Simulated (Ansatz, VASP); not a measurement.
# Two plane-wave programs on Ti3Al

```xyz
4
Lattice="2.9275 0.0000 0.0000 -1.4638 2.5353 0.0000 0.0000 0.0000 9.2264" Properties=species:S:1:pos:R:3 pbc="T T T"
Ti    0.0349    1.7255    2.3511
Ti    0.0065    1.7529    6.8857
Ti    1.4086    0.8668    0.0033
Al    1.4627    0.8152    4.6234
```

Change from the starting cell: atoms moved at random, drawn with an rms of 0.05 Å.

Alike in both runs: task single point; functional PBE; k mesh 10 × 10 × 3; occupations fermi-dirac, width 0.05 eV; no spin polarisation.

|  | VASP | Ansatz |
| --- | --- | --- |
| version | VASP 6.6.1 | Ansatz 0.2.0 |
| potentials or method | VASP PAW PBE potentials, release 64 (Ti_sv, Al) | Ansatz PAW |
| plane-wave cutoff (eV) | 520 | 420 |
| valence electrons in the cell | 39 | 39 |

VASP gave:

* gap on the k mesh at the Fermi level (eV): none
* pressure (GPa): 0.1
* largest component of the traceless stress (GPa): 0.97
* rms of the force components (eV/Å): 0.178

Estimate Ansatz's values.

gap on the k mesh at the Fermi level (eV): none; pressure (GPa): 0.3; largest component of the traceless stress (GPa): 0.96; rms of the force components (eV/Å): 0.175.

Atom by atom the forces differ by 0.003 eV/Å (rms over components). A gap of «none» marks a metal or a gap that the smearing closes. With one functional, cell and mesh, what is left measures potentials, basis and numerics.
